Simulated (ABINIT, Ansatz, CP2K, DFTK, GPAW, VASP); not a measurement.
One calculation of Ga, 6 ways

```xyz
1
Lattice="2.7165 0.0000 0.0000 0.0000 2.7165 0.0000 0.0000 0.0000 2.7165" Properties=species:S:1:pos:R:3 pbc="T T T"
Ga    0.0000    0.0000    0.0000
```

This isn't the form of Ga at room conditions, which is orthorhombic.

Alike in all runs: task single point; functional PBE; k mesh 10 × 10 × 10; occupations fermi-dirac, width 0.05 eV; no spin polarisation; no spin-orbit coupling. Pressure is positive in compression and, in plane waves, holds the error of the finite cutoff, which Ansatz's Pulay term estimates and takes out.

```csv
program and potentials,plane-wave cutoff (eV),notes,band gap (eV),pressure (GPa)
"Ansatz, Ansatz PAW (earlier soft set)",420,13 valence electrons an atom on average; Pulay term of +0.05 GPa included,no gap,0.22
"ABINIT, JTH PAW PBE v2.0",463,13 valence electrons an atom on average,no gap,0.02
"VASP, PBE PAW files Ga_d, 520 eV",520,13 valence electrons an atom on average,?,?
"DFTK, PseudoDojo SR PBE 0.4.1 standard (PBE)",1088,13 valence electrons an atom on average,no gap,0.22
"GPAW, GPAW PAW data sets (gpaw-data 1.2.1)",600,3 valence electrons an atom on average,no gap,0.48
"CP2K, POTENTIAL_UZH Ga GTH-PBE-q13; TZVP-MOLOPT-PBE-GTH basis",-,atomic basis; 13 valence electrons an atom on average,no gap,0.48
```

**Question.** Estimate from the other rows what the run with VASP, PBE PAW files Ga_d, 520 eV gave.

**Answer.** No band gap; pressure 0.33 GPa. The other rows, which needn't bracket it: pressure 0.02 to 0.48.
